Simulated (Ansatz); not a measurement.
# PtS2: the cost of one run

Computed with Ansatz 0.2.0 (DFT PBE, scalar-relativistic, plane waves, PAW, unless a step's input says otherwise).

## 1. The system as given

Symmetry: R-3m, No. 166, trigonal system. The conventional cell has a = 3.349 Å, b = 3.349 Å, c = 20.121 Å, α = 90.00°, β = 90.00°, γ = 120.00°. Ni (site symmetry -3m) is surrounded by 6 S at 2.26 Å. S (site symmetry 3m) has 3 Ni at 2.26 Å as nearest neighbours.

Coordinates:

```
CELL_PARAMETERS angstrom
1.67451 0.96678 6.70709
-1.67451 0.96678 6.70709
0.00000 -1.93356 6.70709
ATOMIC_POSITIONS crystal
Ni 0.00000 0.00000 0.00000
S 0.60854 0.60854 0.60854
S 0.39146 0.39146 0.39146
```

It goes back to an entry of the Materials Project, which need not be the stable form.

This cell was relaxed beforehand with the same method: volume 21.72 Å³/atom, gap on the mesh 0.49 eV.

## 2. The substitution Ni → Pt

PtS2 starts from the relaxed positions of NiS2, with all lengths scaled by 1.023, a guess from tabulated radii.

## 3. Quick check of gap, pressure and forces (PtS2)

Contents of input.yaml:

```yaml
crystal:
  lattice:
    - [1.7137008586, 0.989405652, 6.8640658054]
    - [-1.7137008586, 0.989405652, 6.8640658054]
    - [0.0, -1.978811304, 6.8640658054]
  atoms:
    - { symbol: Pt, position: [0.0, 0.0, 0.0] }
    - { symbol: S, position: [0.6085383352, 0.6085383352, 0.6085383352] }
    - { symbol: S, position: [0.3914616648, 0.3914616648, 0.3914616648] }
basis:
  ecutwfc: 420
kpoints:
  mp_grid: { grid: [6, 6, 6] }
hamiltonian:
  xc: pbe
scf:
  occupations: { method: gaussian, width: 0.1 }
output:
  forces: true
  stress: true
  eigenvalues: true
```

Q: Estimate wall time and peak memory on 1 thread of an x86-64 CPU, shared host.

About 1.3 s, with a peak of 0.4 GiB.
